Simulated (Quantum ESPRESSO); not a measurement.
Crystal: MgS.

```
CELL_PARAMETERS angstrom
0.00000 2.83312 2.83312
2.83312 0.00000 2.83312
2.83312 2.83312 0.00000
ATOMIC_POSITIONS crystal
S 0.25000 0.25000 0.25000
Mg 0.00000 0.00000 0.00000
```

The cell comes from a database or a generator and needn't be the stable form of this composition.

```yaml
Program: Quantum ESPRESSO 7.5
Task: relaxation of cell and atoms
Functional: PBEsol
Dispersion: D3(BJ)
Potentials_or_basis: GBRV 1.5 PBEsol
Cutoff: 612 eV
Density_cutoff: 4898 eV
k_mesh: 8 × 8 × 8
Occupations: fermi-dirac, width 0.05 eV
Spin: no spin polarisation
```

At the start: pressure -2.0 GPa; volume 22.74 Å³/atom.

Question: How do energy, volume and symmetry change on relaxing?

Answer: Over 5 steps the energy falls by 4.8 meV/atom and the volume is 21.95 Å³/atom (-3.5 %); space group F-43m (No. 216, to 0.05 Å).

Step by step:
| step | energy change (eV) | largest force (eV/Å) | pressure (GPa) | volume (Å³) |
| --- | --- | --- | --- | --- |
| 1 | 0.0000 | 0.0000 | -2.01 | 45.48 |
| 2 | -0.0022 | 0.0000 | -1.78 | 45.29 |
| 3 | -0.0057 | 0.0000 | -1.34 | 44.92 |
| 4 | -0.0086 | 0.0000 | -0.72 | 44.44 |
| 5 | -0.0096 | 0.0000 | 0.02 | 43.89 |

Final structure:
```xyz
2
Lattice="0.0000 2.7998 2.7998 2.7998 0.0000 2.7998 2.7998 2.7998 0.0000" Properties=species:S:1:pos:R:3 pbc="T T T"
S     1.3999    1.3999    1.3999
Mg    0.0000    0.0000    0.0000
```
